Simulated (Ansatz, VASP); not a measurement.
# TePb in VASP and in Ansatz

```xyz
2
Lattice="0.0000 3.3319 3.3319 3.3319 0.0000 3.3319 3.3319 3.3319 0.0000" Properties=species:S:1:pos:R:3 pbc="T T T"
Te    3.3319    3.3319    3.3319
Pb    0.0000    0.0000    0.0000
```

Alike in both runs: task single point; functional r2SCAN; k mesh 6 × 6 × 6; no spin polarisation.

|  | VASP | Ansatz |
| --- | --- | --- |
| version | VASP 6.6.1 | Ansatz 0.2.0 |
| potentials or method | VASP PAW PBE potentials, release 64 (Te, Pb_d) | plane waves, PAW |
| plane-wave cutoff (eV) | 520 | 500 |
| occupations | gaussian, width 0.01 eV | fixed |
| valence electrons in the cell | 20 | 30 |

```csv
,VASP,Ansatz,Ansatz less VASP
gap on the k mesh at the Fermi level (eV),1.20,1.19,-0.003
pressure (GPa),-2.2,-2.2,+0.01
```

The two sets of potentials don't hold the same shells in valence.

Caveats: the PAW data sets were made with another functional, which shifts forces and pressure a little (VASP); spin-orbit coupling is left out, which as a rule narrows the gap of such compounds by several tenths of an eV. A k mesh can miss the band edges.
